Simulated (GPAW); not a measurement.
The system is SnO2 (Cassiterite).

```xyz
6
Lattice="4.7380 0.0000 0.0000 0.0000 4.7380 0.0000 0.0000 0.0000 3.1865" Properties=species:S:1:pos:R:3 pbc="T T T"
Sn    2.3690    2.3690    1.5933
Sn    0.0000    0.0000    0.0000
O     3.8240    0.9140    1.5933
O     0.9140    3.8240    1.5933
O     1.4550    1.4550    0.0000
O     3.2830    3.2830    0.0000
```

Base run:

- Program: GPAW 26.7.0
- Functional: PW91
- Potentials or basis: PAW data sets generated in the run's folder for this functional
- Cutoff: 800 eV
- Basis: pw
- k mesh: 4 × 4 × 5
- Occupations: fermi-dirac, width 0.05 eV
- Spin: spin-orbit coupling, no magnetisation

Its results: band gap on the k mesh 1.30 eV, direct; pressure 8.6 GPa; largest force 0.252 eV/Å.

Problem. After a change of settings the same cell gave: band gap on the k mesh 1.20 eV, direct; pressure 3.1 GPa; largest force 0.193 eV/Å. Which change was it?
A. functional from PW91 to OLYP; band points from 60 to 80
B. functional from PW91 to WC
C. functional from PW91 to PBEint; spin axis theta (degrees) from 0 to 90

Solution. B.

WC binds more tightly than PW91, so the same cell stands under less pressure.

Caveats: spin-orbit coupling was added after a scalar SCF, so levels and gaps hold it while energy, forces, pressure and moments don't; this program's spin-orbit splittings come out too wide for heavy elements.

Not every run made on this cell is shown here.
